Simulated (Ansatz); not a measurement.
# two structures of Ir: a comparison of enthalpies under pressure

Computed with the Ansatz DFT code, driven from Python.

The cells in order, each with its output:

```python
import csv
import warnings

import ansatz as az
import numpy as np
```

```python
def hcp(first, a):
    return (
        az.Lattice.from_parameters(a, a, 1.633 * a, alpha=90, beta=90, gamma=120)
        .space_group(194)
        .atom(first, (1 / 3, 2 / 3, 0.25))
    )
```

```python
def sc(first, a):
    return (
        az.Lattice.cubic(a)
        .space_group(221)
        .atom(first, (0, 0, 0))
    )
```

```python
def run_phase(name, crystal, pressure=0.0):
    calc = (
        crystal.calculation()
        .functional("pbe")
        .scf(max_iterations=80, self_checks="low")
        .basis(520)
        .kpoints(spacing=0.26)
        .occupations("fermi_dirac", width=0.05)
    )
    calc = calc.relax(force_tolerance=0.02, cell=True, pressure=pressure)
    return calc.run()
```

```python
def volume_per_atom(outcome):
    return abs(np.linalg.det(outcome.lattice.cell_ang)) / len(outcome.lattice.sites)
```

```python
warnings.simplefilter("ignore", az.DeckWarning)
```

```python
phases = {}
phases["hcp"] = hcp("Ir", 2.71)
phases["sc"] = sc("Ir", 2.49)
```

```python
# H = E + PV, with 1 eV per cubic angstrom equal to 160.2 GPa
pressures = [0, 20, 40, 60]
enthalpy, volume = {name: [] for name in phases}, {name: [] for name in phases}
for p in pressures:
    for name, crystal in phases.items():
        o = run_phase(name, crystal, pressure=p)
        volume[name].append(volume_per_atom(o))
        enthalpy[name].append(o.report["energy_sigma0_ev"] / len(o.lattice.sites) + p * volume[name][-1] / 160.21766)
gap = np.array(enthalpy["sc"]) - np.array(enthalpy["hcp"])
rows = [(p, va, vb, 1000 * d) for p, va, vb, d in zip(pressures, volume["hcp"], volume["sc"], gap)]
with open("transition.csv", "w", newline="") as handle:
    writer = csv.writer(handle)
    writer.writerow(["P (GPa)", "V hcp (A^3/atom)", "V sc (A^3/atom)", "H(sc) - H(hcp) (meV/atom)"])
    writer.writerows([round(v, 4) if isinstance(v, float) else v for v in row] for row in rows)
print(open("transition.csv").read())
crossings = [p0 - g0 * (p1 - p0) / (g1 - g0) for p0, p1, g0, g1 in zip(pressures, pressures[1:], gap, gap[1:]) if g0 * g1 < 0]
print("crossing near", [round(float(p), 1) for p in crossings], "GPa") if crossings else print("no crossing in this range")
```

    P (GPa),V hcp (A^3/atom),V sc (A^3/atom),H(sc) - H(hcp) (meV/atom)
    0,14.5695,17.0003,899.8969
    20,13.8441,15.8828,1176.3882
    40,13.2876,15.0806,1414.3832
    60,12.8356,14.4573,1626.8399
    
    no crossing in this range

What to keep in mind:
- These settings explore the input space; cutoff and mesh may be short of convergence.
- At a fixed pressure a relaxation lowers the enthalpy F + PV, while F alone can rise.
- For the metals among these phases the mesh is modest: differences between phases can be off by up to 40 meV an atom.
- Spin-orbit coupling, which matters for elements this heavy, is left out.
- Only these two structures are compared, at zero temperature and with their symmetry kept; either may be hypothetical, and another phase may be lower than both. Differences under about 40 meV an atom lie within the error of mesh and functional.
- The cells are prototypes set up for this calculation and needn't exist.
- Timing: 62 s on 1 thread of Arm Neoverse V2 (shared host), peak memory 0.42 GiB.

(Lines on the test bed's own set-up are left out of the output.)
